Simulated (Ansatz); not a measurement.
# Sn: restoring forces

Aim: deform Sn (atom 1 (Sn) moved by (0.000, 0.000, 0.120) Å) and compute stress, forces and field gradients with LAPW, PAW and all-electron datasets made for the crystal.

Program: Ansatz 0.2.0. Level of theory: DFT PBE, scalar-relativistic. These are calculated values, not measurements.

## Step 1: The system as given

The structure is cubic, space group Fd-3m (No. 227). Conventional cell: a = 6.491 Å, b = 6.491 Å, c = 6.491 Å, α = 90.00°, β = 90.00°, γ = 90.00°. Sn (site symmetry -43m) is surrounded by 4 Sn at 2.81 Å.

Coordinates:

```
CELL_PARAMETERS angstrom
0.00000 3.24560 3.24560
3.24560 0.00000 3.24560
3.24560 3.24560 0.00000
ATOMIC_POSITIONS crystal
Sn 0.50000 0.50000 0.50000
Sn 0.75000 0.75000 0.75000
```

Atoms are numbered in the order of the input: Sn1, Sn2.

## Step 2: After the deformation

Space group Fd-3m before, Imma after.

## Step 3: LAPW, all electrons

File input.yaml:

```yaml
crystal:
  lattice:
    - [0.0, 3.2456, 3.2456]
    - [3.2456, 0.0, 3.2456]
    - [3.2456, 3.2456, 0.0]
  atoms:
    - { symbol: Sn, position: [0.5184865664, 0.5184865664, 0.4815134336] }
    - { symbol: Sn, position: [0.75, 0.75, 0.75] }
kpoints:
  mp_grid: { grid: [9, 9, 9] }
scf:
  occupations: { method: fermi_dirac, width: 0.03 }
hamiltonian:
  xc: pbe
  pseudopotentials: { kind: all_electron, lapw: { basis_error: 0.00025 } }
output:
  forces: true
  stress: true
  eigenvalues: true
```

The run is started by

```bash
> ansatz run input.yaml --threads 1 --pin off --max-ram 2048MiB --backend cpu --events-out ev --progress --plain --runs-dir out
```

## Step 4: PAW with frozen cores

input.yaml, as its differences from that of step 3:

```diff
@@ -14,3 +14,3 @@
   xc: pbe
-  pseudopotentials: { kind: all_electron, lapw: { basis_error: 0.00025 } }
+  pseudopotentials: { kind: paw }
 output:
@@ -19 +19,6 @@
   eigenvalues: true
+  efg: { contact_densities: true }
+  write_density: true
+  write_potential: true
+  elf: true
+  volumetric_format: npy
```

## Step 5: All-electron PAW on datasets made for the crystal

input.yaml, as its differences from that of step 4:

```diff
@@ -14,3 +14,3 @@
   xc: pbe
-  pseudopotentials: { kind: paw }
+  pseudopotentials: { kind: all_electron, datasets: crystal }
 output:
@@ -20,5 +20 @@
   efg: { contact_densities: true }
-  write_density: true
-  write_potential: true
-  elf: true
-  volumetric_format: npy
```

(Steps that only read results are left out.)

**Question.** What will these runs give? Wanted: pressure; largest shear or deviatoric stress; force on Sn1 along the move.

**Answer**, as computed:

```
                                 quantity                                           value
                                 pressure  LAPW 3.50, PAW 3.51, crystal datasets 3.51 GPa
largest shear or deviatoric stress (LAPW)                                        2.84 GPa
              force on Sn1 along the move                                     -0.934 eV/Å
```

In words: The force on Sn1 points against the move, a stiffness of 7.78 eV/Å² with all periodic images moving together. No run of the undeformed cell stands beside it, so pressure and stress hold what the given cell had before the change, as far as its symmetry allows. PAW: stress within 0.01 GPa of LAPW, forces within 1 meV/Å. Crystal datasets: stress within 0.01 GPa of LAPW, forces within 1 meV/Å.
